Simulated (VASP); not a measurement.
# TiAl3 (Pmm2) in VASP: reference runs

Reference runs on TiAl3: the cell as given and a disturbed copy.

Program: VASP 6.6.1. These are calculated values, not measurements. Logs are shortened: lines on timing, memory, paths and dates and some standing lists are left out, and cuts for length are marked.

**1. The crystal as given**

The structure is orthorhombic, space group Pmm2 (No. 25). The conventional cell has a = 2.840 Å, b = 4.681 Å, c = 4.901 Å, α = 90.00°, β = 90.00°, γ = 90.00°. Ti (site symmetry mm2) has 10 Al at 2.83 to 2.85 Å and 2 Ti at 2.84 Å as nearest neighbours. Al (site symmetry mm2) has 10 Al at 2.81 to 2.86 Å and 2 Ti at 2.85 Å as nearest neighbours. Al (site symmetry mm2) is surrounded by 8 Al at 2.81 to 2.86 Å and 4 Ti at 2.85 Å. Al (site symmetry mm2) is surrounded by 4 Ti at 2.83 to 2.84 Å and 8 Al at 2.84 to 2.86 Å.

The cell comes from a database or a generator and needn't be the stable form of this composition.

**2. Single point, PBEsol**

INCAR

```
SYSTEM = TiAl3
ALGO = Normal ; EDIFF = 1E-7
ENCUT = 520 ; GGA = PS
ISIF = 2 ; ISMEAR = -1
LASPH = .True. ; LCHARG = .False.
LREAL = .False. ; LWAVE = .False.
NBANDS = 18 ; NELM = 80
PREC = Accurate ; SIGMA = 0.05
```

KPOINTS

```
k-points
0
Gamma
  9 6 6
  0 0 0
```

POSCAR

```
TiAl3
1.0
    2.8396770000      0.0000000000      0.0000000000
    0.0000000000      4.6812640000      0.0000000000
    0.0000000000      0.0000000000      4.9007420000
Ti Al
1 3
Direct
    0.0000000000      0.5000000000      0.1659160000
    0.0000000000      0.0000000000      0.8359000000
    0.5000000000      0.0000000000      0.3309120000
    0.5000000000      0.5000000000      0.6672710000
```

Potentials or basis: VASP PAW PBE potentials, release 64 (Ti_sv, Al).

Command:

```console
$ cat potpaw_PBE.64/Ti_sv/POTCAR potpaw_PBE.64/Al/POTCAR > POTCAR
$ mpirun -np 1 vasp_std > vasp.out
```

OUTCAR:

```text
SYSTEM = TiAl3
   EDIFF = 1E-7
   ENCUT = 520
   GGA = PS
   ISIF = 2
   ISMEAR = -1
   LASPH = .True.
   LREAL = .False.
   NELM = 80
   PREC = Accurate

 ion  position               nearest neighbor table
   1  0.000  0.500  0.166-   4 2.83   4 2.83   4 2.84   4 2.84   2 2.85   2 2.85   3 2.85   3 2.85
                             3 2.85   3 2.85
   2  0.000  0.000  0.836-   3 2.81   3 2.81   1 2.85   1 2.85   3 2.85   3 2.85   4 2.86   4 2.86
                             4 2.86   4 2.86
   3  0.500  0.000  0.331-   2 2.81   2 2.81   2 2.85   2 2.85   1 2.85   1 2.85   1 2.85   1 2.85
                             4 2.86   4 2.86
   4  0.500  0.500  0.667-   1 2.83   1 2.83   1 2.84   1 2.84   2 2.86   2 2.86   2 2.86   2 2.86
                             3 2.86   3 2.86

  LATTYP: Found a simple orthorhombic cell.
 ALAT       =     2.8396770000
 B/A-ratio  =     1.6485198845
 C/A-ratio  =     1.7258096607

  Lattice vectors:

 A1 = (   2.8396770000,   0.0000000000,   0.0000000000)
 A2 = (   0.0000000000,   4.6812640000,   0.0000000000)
 A3 = (   0.0000000000,   0.0000000000,   4.9007420000)

Analysis of symmetry for initial positions (statically):
=====================================================================
 Subroutine PRICEL returns:
 Original cell was already a primitive cell.

 Routine SETGRP: Setting up the symmetry group for a
 simple orthorhombic supercell.

 Subroutine GETGRP returns: Found  4 space group operations
 (whereof  4 operations were pure point group operations)
 out of a pool of  8 trial point group operations.

The static configuration has the point symmetry C_2v.

Analysis of symmetry for dynamics (positions and initial velocities):
=====================================================================
 Subroutine PRICEL returns:
 Original cell was already a primitive cell.

 Routine SETGRP: Setting up the symmetry group for a
 simple orthorhombic supercell.

 Subroutine GETGRP returns: Found  4 space group operations
 (whereof  4 operations were pure point group operations)
 out of a pool of  8 trial point group operations.

The dynamic configuration has the point symmetry C_2v.

 Subroutine INISYM returns: Found  4 space group operations
 (whereof  4 operations are pure point group operations),
 and found     1 'primitive' translations

----------------------------------------------------------------------------------------

                                     Primitive cell

  volume of cell :      65.1469

  direct lattice vectors                    reciprocal lattice vectors
     2.839677000  0.000000000  0.000000000     0.352152727  0.000000000  0.000000000
     0.000000000  4.681264000  0.000000000     0.000000000  0.213617519  0.000000000
     0.000000000  0.000000000  4.900742000     0.000000000  0.000000000  0.204050734

  length of vectors
     2.839677000  4.681264000  4.900742000     0.352152727  0.213617519  0.204050734

  position of ions in fractional coordinates (direct lattice)
     0.000000000  0.500000000  0.165916000
     0.000000000  0.000000000  0.835900000
     0.500000000  0.000000000  0.330912000
     0.500000000  0.500000000  0.667271000

  ion indices of the primitive-cell ions
   primitive index   ion index
                 1           1
                 2           2
                 3           3
                 4           4

----------------------------------------------------------------------------------------

 KPOINTS: k-points

Automatic generation of k-mesh.
 Grid dimensions read from file:
 generate k-points for:    9    6    6

 Generating k-lattice:

  Cartesian coordinates                     Fractional coordinates (reciprocal lattice)
     0.039128081  0.000000000  0.000000000     0.111111111  0.000000000  0.000000000
     0.000000000  0.035602920  0.000000000     0.000000000  0.166666667  0.000000000
     0.000000000  0.000000000  0.034008456     0.000000000  0.000000000  0.166666667

  Length of vectors
     0.039128081  0.035602920  0.034008456

  Shift w.r.t. Gamma in fractional coordinates (k-lattice)
     0.000000000  0.000000000  0.000000000

 Subroutine IBZKPT returns following result:
 ===========================================

 Found     80 irreducible k-points:

 Following reciprocal coordinates:
            Coordinates               Weight
  0.000000  0.000000  0.000000      1.000000
  0.111111  0.000000  0.000000      2.000000
  0.222222  0.000000  0.000000      2.000000
  0.333333  0.000000  0.000000      2.000000
  0.444444  0.000000  0.000000      2.000000
  0.000000  0.166667  0.000000      2.000000
[... 16 lines left out ...]
  0.222222  0.000000  0.166667      4.000000
  0.333333  0.000000  0.166667      4.000000
 [... further k-points ...]
   k-points           NKPTS =     80   k-points in BZ     NKDIM =     80   number of bands    NBANDS=     18
   number of dos      NEDOS =    301   number of ions     NIONS =      4
   total plane-waves  NPLWV =  31104
   dimension x,y,z NGX =    24 NGY =   36 NGZ =   36
   dimension x,y,z NGXF=    48 NGYF=   72 NGZF=   72
   ions per type =               1   3
   NGX,Y,Z   is equivalent  to a cutoff of  14.05, 12.78, 12.21 a.u.
   NGXF,Y,Z  is equivalent  to a cutoff of  28.10, 25.57, 24.42 a.u.
 SYSTEM =  TiAl3
   PREC   = accura    normal or accurate (medium, high low for compatibility)
   ISTART =      0    job   : 0-new  1-cont  2-samecut
   ICHARG =      2    charge: 1-file 2-atom 10-const
   ISPIN  =      1    spin polarized calculation?
   LNONCOLLINEAR =      F non collinear calculations
   LSORBIT =      F    spin-orbit coupling
   LASPH  =      T    aspherical Exc in radial PAW
   ENCUT  =  520.0 eV  38.22 Ry    6.18 a.u.   5.28  8.70  9.11*2*pi/ulx,y,z
   NELM   =     80;   NELMIN=  2; NELMDL= -5     # of ELM steps
   EDIFF  = 0.1E-06   stopping-criterion for ELM
   LREAL  =      F    real-space projection
   EDIFFG = 0.1E-05   stopping-criterion for IOM
   NSW    =      0    number of steps for IOM
   IBRION =     -1    ionic relax: 0-MD 1-quasi-New 2-CG
   NFREE  =      0    steps in history (QN), initial steepest desc. (CG)
   ISIF   =      2    stress and relaxation
   ISYM   =      2    0-nonsym 1-usesym 2-fastsym
   POTIM  = 0.5000    time-step for ionic-motion
   TEBEG  =    0.0;   TEEND  =   0.0 temperature during run
   PSTRESS=    0.0 pullay stress
   NELECT =      21.0000    total number of electrons
   NUPDOWN=      -1.0000    fix difference up-down
   EMIN   =  10.00;   EMAX   =-10.00  energy-range for DOS
   EFERMI =   0.00;   METHOD = LEGACY
   ISMEAR =    -1;   SIGMA  =   0.05  broadening in eV -4-tet -1-fermi 0-gaus
   EFERMI_NEDOS =   21; number of points for ismear=-14 and -15
   IALGO  =     38    algorithm
   IMIX   =      4    mixing-type and parameters
     AMIX     =   0.40;   BMIX     =  1.00
     AMIX_MAG =   1.60;   BMIX_MAG =  1.00
  volume/ion in A,a.u.               =      16.29       109.91
  Fermi-wavevector in a.u.,A,eV,Ry     =   1.122492  2.121202 17.143184  1.259988
  Thomas-Fermi vector in A             =   2.259152
   LORBIT       =      0    0 simple, 1 ext, 2 COOP (PROOUT), +10 PAW based schemes
   GGA     = PS    functional components
   LHFCALC =     F    Hartree Fock is set to
   AEXX    =    0.0000 exact exchange contribution
   IVDW    =     0    specifies the selected vdW correction
   LEPSILON=     F    determine dielectric tensor
   LRPA    =     F    only Hartree local field effects (RPA)
 non-spin polarized calculation
  energy-cutoff  :      520.00
  volume of cell :       65.15
 maximum number of plane-waves:      1772
 NGX is ok and might be reduce to    24
   NGX = 11   NGY = 17   NGZ = 19

 number of electron      21.0000004 magnetization

 Free energy of the ion-electron system (eV)
  ---------------------------------------------------
  ext. energy  EPLUGINS =         0.00000000
  ---------------------------------------------------
  free energy    TOTEN  =       -21.58314817 eV

  energy without entropy =      -21.56110960  energy(sigma->0) =      -21.57212888

 E-fermi :   7.9821     XC(G=0): -10.7130

 val. band max:        7.9753165875   @ k =   0.2222   0.5000   0.3333
 cond. band min:       7.9865370984   @ k =   0.2222   0.3333   0.3333
 fundamental gap:      0.0112205108
 Fermi energy:         7.9821411594

 k-point     1 :       0.0000    0.0000    0.0000
  band No.  band energies     occupation
      1     -48.2878      2.00000
      2     -24.7168      2.00000
      3     -24.7128      2.00000
      4     -24.3476      2.00000
      5      -2.1345      2.00000
      6       2.9228      2.00000
[... 10 lines left out ...]
     17      13.9967      0.00000
     18      14.3744      0.00000

 k-point     2 :       0.1111    0.0000    0.0000
  band No.  band energies     occupation
      1     -48.2814      2.00000
      2     -24.7106      2.00000
      3     -24.7065      2.00000
      4     -24.4009      2.00000
      5      -1.9040      2.00000
      6       3.1301      2.00000
[... 10 lines left out ...]
     17      12.6396      0.00000
     18      13.9996      0.00000

 k-point     3 :       0.2222    0.0000    0.0000
  band No.  band energies     occupation
      1     -48.2654      2.00000
      2     -24.6949      2.00000
      3     -24.6905      2.00000
      4     -24.5342      2.00000
      5      -1.2189      2.00000
      6       3.7407      2.00000
[... 10 lines left out ...]
     17      12.5015      0.00000
     18      13.9734      0.00000

 k-point     4 :       0.3333    0.0000    0.0000
  band No.  band energies     occupation
      1     -48.2471      2.00000
      2     -24.6834      2.00000
      3     -24.6770      2.00000
      4     -24.6722      2.00000
      5      -0.0960      2.00000
      6       4.7041      2.00000
[... 10 lines left out ...]
     17      12.4834      0.00000
     18      12.9468      0.00000

 k-point     5 :       0.4444    0.0000    0.0000
  band No.  band energies     occupation
      1     -48.2351      2.00000
      2     -24.7793      2.00000
      3     -24.6653      2.00000
      4     -24.6602      2.00000
      5       1.4391      2.00000
      6       3.3460      2.00000
[... 10 lines left out ...]
     17      11.6091      0.00000
     18      12.1200      0.00000

 k-point     6 :       0.0000    0.1667    0.0000
  band No.  band energies     occupation
      1     -48.2877      2.00000
      2     -24.7177      2.00000
      3     -24.7127      2.00000
      4     -24.3476      2.00000
      5      -1.9492      2.00000
      6       2.2961      2.00000
[... 10 lines left out ...]
     17      14.4878      0.00000
     18      15.0603      0.00000

 k-point     7 :       0.1111    0.1667    0.0000
  band No.  band energies     occupation
      1     -48.2814      2.00000
      2     -24.7115      2.00000
      3     -24.7064      2.00000
      4     -24.4008      2.00000
      5      -1.7204      2.00000
      6       2.5004      2.00000
[... 10 lines left out ...]
     17      12.7811      0.00000
     18      14.6023      0.00000

 k-point     8 :       0.2222    0.1667    0.0000
  band No.  band energies     occupation
      1     -48.2654      2.00000
      2     -24.6957      2.00000
      3     -24.6904      2.00000
      4     -24.5342      2.00000
      5      -1.0401      2.00000
      6       3.1016      2.00000
[... 10 lines left out ...]
     17      11.9916      0.00000
     18      13.6866      0.00000
[... 229 lines left out ...]
     17      11.8553      0.00000
     18      13.0570      0.00000

 k-point    20 :       0.4444    0.5000    0.0000
  band No.  band energies     occupation
      1     -48.2350      2.00000
      2     -24.7788      2.00000
      3     -24.6676      2.00000
      4     -24.6600      2.00000
      5       2.3968      2.00000
      6       3.6194      2.00000
[... 10 lines left out ...]
     17      11.9761      0.00000
     18      12.0120      0.00000

 k-point    21 :       0.0000    0.0000    0.1667
  band No.  band energies     occupation
      1     -48.2877      2.00000
      2     -24.7168      2.00000
      3     -24.7134      2.00000
      4     -24.3476      2.00000
      5      -1.9666      2.00000
      6       2.0291      2.00000
[... 10 lines left out ...]
     17      14.5900      0.00000
     18      14.8911      0.00000

 k-point    22 :       0.1111    0.0000    0.1667
  band No.  band energies     occupation
      1     -48.2814      2.00000
      2     -24.7106      2.00000
      3     -24.7070      2.00000
      4     -24.4009      2.00000
      5      -1.7378      2.00000
      6       2.2350      2.00000
[... 10 lines left out ...]
     17      12.7838      0.00000
     18      14.6631      0.00000

 k-point    23 :       0.2222    0.0000    0.1667
  band No.  band energies     occupation
      1     -48.2654      2.00000
      2     -24.6949      2.00000
      3     -24.6909      2.00000
      4     -24.5342      2.00000
      5      -1.0576      2.00000
      6       2.8406      2.00000
[... 10 lines left out ...]
     17      12.0476      0.00000
     18      13.7529      0.00000

 k-point    24 :       0.3333    0.0000    0.1667
  band No.  band energies     occupation
      1     -48.2471      2.00000
      2     -24.6833      2.00000
      3     -24.6770      2.00000
      4     -24.6725      2.00000
      5       0.0568      2.00000
      6       3.7955      2.00000
[... 10 lines left out ...]
     17      11.8964      0.00000
     18      12.9221      0.00000

 [... further k-points ...]
[... 5 lines left out ...]
  --------------------------------------------------------------------------------------
  -------------------------------------------------------------------------------------
  Total       -1.7880879     -0.4830446     -0.5828639      0.0000000      0.0000000      0.0000000
  in kB      -43.9749671    -11.8796576    -14.3345414      0.0000000      0.0000000      0.0000000
  external PRESSURE =     -23.3963887 kB  Pullay stress =       0.0000000 kB

 VOLUME and BASIS-vectors are now :
 -----------------------------------------------------------------------------
  energy-cutoff  :      520.00
  volume of cell :       65.15
      direct lattice vectors                 reciprocal lattice vectors
     2.839677000  0.000000000  0.000000000     0.352152727  0.000000000  0.000000000
     0.000000000  4.681264000  0.000000000     0.000000000  0.213617519  0.000000000
     0.000000000  0.000000000  4.900742000     0.000000000  0.000000000  0.204050734

 POSITION                                       TOTAL-FORCE (eV/Angst)
 -----------------------------------------------------------------------------------
      0.00000      2.34063      0.81311         0.000000      0.000000     -0.040215
      0.00000      0.00000      4.09653         0.000000      0.000000      0.047564
      1.41984      0.00000      1.62171         0.000000      0.000000      0.006570
      1.41984      2.34063      3.27012         0.000000      0.000000     -0.013919
 -----------------------------------------------------------------------------------
    total drift:                                0.000000      0.000000      0.000224

  FREE ENERGIE OF THE ION-ELECTRON SYSTEM (eV)
  ---------------------------------------------------
  free  energy   TOTEN  =       -21.5831481693 eV

  energy  without entropy=      -21.5611095974  energy(sigma->0) =      -21.57212888
```

Run time: 34 s. Hardware: 1 thread of Intel Xeon 6975P-C (Granite Rapids), shared host; peak memory 0.23 GiB.

What came out:

| Item | Value |
| --- | --- |
| Free energy | -21.5831 eV |
| Pressure | -2.3 GPa |
| Largest force | 0.048 eV/Å |
| Band gap on the k mesh | none (metal or under the smearing width) |

Forces in eV/Å, atoms in the order of the input:
```
Ti   0.000  0.000 -0.040
Al   0.000  0.000  0.048
Al   0.000  0.000  0.007
Al   0.000  0.000 -0.014
```

Stress tensor (GPa, compression positive):
```
-4.40  0.00  0.00
 0.00 -1.19  0.00
 0.00  0.00 -1.43
```

Caveat: the PAW data sets were made with another functional, which shifts forces and pressure a little.

[end of part 1 of 2]
